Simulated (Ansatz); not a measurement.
This is a one-shot G0W0 calculation with Ansatz on zincblende GaN; the level of theory is G0W0@PBE with 94 empty bands, a screening cutoff of 150 eV and a 6×6×6 mesh. The cell was relaxed with r2SCAN and then strained, so it isn't that functional's minimum.

Input file:
```yaml
crystal:
  lattice:
    - [0.0, 2.2489525487, 2.2489525487]
    - [2.2377077859, 0.0, 2.2489525487]
    - [2.2377077859, 2.2489525487, 0.0]
  atoms:
    - { symbol: Ga, position: [0.0, 0.0, 0.0] }
    - { symbol: "N", position: [0.25, 0.25, 0.25] }
kpoints:
  mp_grid: { grid: [6, 6, 6] }
hamiltonian:
  xc: pbe
scf:
  occupations: { method: fixed }
gw:
  n_empty_bands: 94
  ecut_chi: 150
  qp_bands: [v2, c2]
  qp_kpoints: band_edges
  screening: { model: contour_deformation }
```

Command: `ansatz run input.yaml --threads 4 --pin off --max-ram 4608MiB --backend cpu --events-out ev --progress --plain --runs-dir out`. It took 47 s on 4 threads of Intel(R) Xeon(R) Platinum 8259CL CPU @ 2.50GHz (Skylake/Cascade Lake) (shared host); peak host memory 0.44 GiB.

Output, abridged:
```
Pseudopotential: Ga, paw, valence charge 13, recommended cutoff 420 eV (normal)
Pseudopotential: N, paw, valence charge 5, recommended cutoff 420 eV (normal)
Functional definition: PBE
Crystal: 2 atoms, lattice volume = 22.636 Å³
Basis set: ecut = 420 eV, 459 PW (Γ)
Bands: 13, of which v1, the nominal top of the filled ones, is band 9 counted from 1 (8 counted from 0)
Symmetry: 8 space group operations
Space group: I-4m2 (ITA 119)
k-points: 30 of 216 (time reversal used)
SCF converged after 6 iterations
Free energy (F): -4167.883926 eV
Fermi energy:    9.839449 eV
--- Band table (eV; the first three rows and the last of 30) ---
  k-point 0: bands = […, -3.6749, -3.3506, -3.3502, 9.8164, 9.8164, 9.8394, 11.6099, 20.1923, 20.2058, 20.2058]
  k-point 1: bands = […, -3.5506, -3.3521, -3.3517, 7.5351, 9.5386, 9.5600, 13.2146, 19.1534, 20.5538, 20.5663]
  k-point 2: bands = […, -3.3303, -3.3280, -2.8804, 4.4246, 9.0459, 9.0785, 14.3566, 18.5207, 20.4887, 20.5518]
  k-point 29: bands = […, -3.3596, -3.3106, -1.4425, 3.9355, 6.3439, 6.3529, 15.1613, 17.8431, 21.1755, 21.3393]
--- G₀W₀: contour deformation, 7 samples at zero and on the imaginary axis and 3 off it, 216 q-points, 94 empty bands' worth ---
    ik  band        ε_KS         Σx   Σc(E_QP)       V_xc       Z   E_QP_lin       E_QP  E_QP is
     0     8      9.8164   -24.0100     3.0343   -20.3511  0.7660     9.1847     9.1918  root
     0     9      9.8394   -24.0109     3.0365   -20.3510  0.7659     9.2091     9.2162  root
     0    10     11.6099   -11.4559    -3.7769   -15.7304  0.7996    12.1110    12.1075  root
     0    11     20.1923    -7.8894    -5.4071   -13.9370  0.7936    20.8414    20.8327  root
     1     8      9.5386   -23.7068     3.0943   -19.9575  0.7654     8.8756     8.8836  root
     1     9      9.5600   -23.7071     3.0944   -19.9594  0.7653     8.8987     8.9067  root
     1    10     13.2146   -11.7386    -3.9645   -16.2849  0.7906    13.8019    13.7964  root
     1    11     19.1534    -8.2923    -5.3732   -14.3330  0.7888    19.8308    19.8209  root
     2     8      9.0459   -23.1997     3.2061   -19.2935  0.7636     8.3360     8.3458  root
     2     9      9.0785   -23.2009     3.2039   -19.2995  0.7636     8.3715     8.3811  root
     2    10     14.3566   -10.3418    -4.5533   -15.5270  0.7980    14.9956    14.9885  root
     2    11     18.5207    -8.9767    -5.6092   -15.3105  0.7618    19.2544    19.2453  root
     3     8      8.8243   -22.9633     3.2527   -18.9933  0.7627     8.0965     8.1070  root
     3     9      8.8617   -22.9662     3.2495   -19.0029  0.7627     8.1376     8.1480  root
     3    10     14.5351   -10.1063    -4.5824   -15.3019  0.8051    15.1547    15.1482  root
     3    11     18.5996    -8.9835    -5.8458   -15.5433  0.7434    19.3258    19.3135  root
     8     8      8.0836   -22.2488     3.3340   -18.1173  0.7606     7.2713     7.2861  root
     8     9      9.3992   -23.5340     3.1264   -19.7440  0.7647     8.7273     8.7357  root
     8    10     14.6662   -11.2268    -4.5359   -16.4683  0.7826    15.3815    15.3718  root
     8    11     18.5739    -9.2287    -5.2987   -15.2305  0.7849    19.2873    19.2769  root
     9     8      7.6545   -21.9087     3.4811   -17.6075  0.7567     6.8184     6.8344  root
     9     9      7.6545   -21.9087     3.4811   -17.6075  0.7567     6.8184     6.8344  root
     9    10     14.0780    -8.6987    -4.2463   -13.2755  0.8064    14.4101    14.4084  root
     9    11     16.8333   -10.1355    -5.0108   -15.9180  0.7978    17.6171    17.6050  root
    12     8      7.0575   -21.2792     3.5922   -16.8393  0.7527     6.1915     6.2097  root
    12     9      7.0575   -21.2792     3.5922   -16.8393  0.7527     6.1915     6.2097  root
    12    10     13.1567    -8.7416    -3.9642   -12.8883  0.8166    13.3397    13.3392  root
    12    11     16.5002    -9.8555    -4.8019   -15.3247  0.8059    17.1759    17.1674  root
    17     8      8.0594   -22.2471     3.3309   -18.1171  0.7607     7.2455     7.2603  root
    17     9      9.4218   -23.5374     3.1256   -19.7503  0.7647     8.7521     8.7604  root
    17    10     14.6714   -11.2272    -4.5373   -16.4704  0.7825    15.3871    15.3773  root
    17    11     18.5538    -9.2510    -5.2953   -15.2544  0.7850    19.2723    19.2619  root
    19     8      6.0709   -21.3283     3.8353   -16.5770  0.7428     5.1276     5.1549  root
    19     9      7.4185   -21.5392     3.4635   -17.2316  0.7568     6.5568     6.5744  root
    19    10     16.3598    -9.3886    -4.6118   -14.4660  0.7889    16.8296    16.8255  root
    19    11     17.4203   -10.6174    -5.4179   -16.9238  0.7731    18.3291    18.3088  root
  […]
```

The rows of the band table are 0: (0, 0, 0) = Γ, 1: (0, 0, 1/6), 2: (0, 0, 1/3), 29: (-1/2, 1/6, -1/3).

The points are ik 0 = (0, 0, 0) (Γ), ik 1 = (0, 0, 1/6), ik 2 = (0, 0, 1/3), ik 3 = (0, 0, -1/2) (L), ik 8 = (0, 1/6, -1/6), ik 9 = (0, 1/3, 1/3), ik 12 = (0, -1/2, -1/2) (X), ik 17 = (1/6, 0, -1/6), ik 19 = (1/6, 1/3, -1/3), ik 22 = (1/3, 0, 1/3), ik 26 = (1/3, 1/6, -1/3), ik 28 = (-1/2, 0, -1/2) (X); band 9 is the last filled one.

Over the mesh points the PBE gap of 1.77 eV becomes a quasiparticle gap of 2.89 eV (direct at Γ), a change of +1.12 eV. Renormalisation factors Z lie between 0.74 and 0.82. G0W0 values are finite-basis, finite-mesh values.

Calculated for a static, non-magnetic cell.

With a shallow d shell on the cation, G0W0 converges slowly in bands and cutoff, so these values are in doubt.
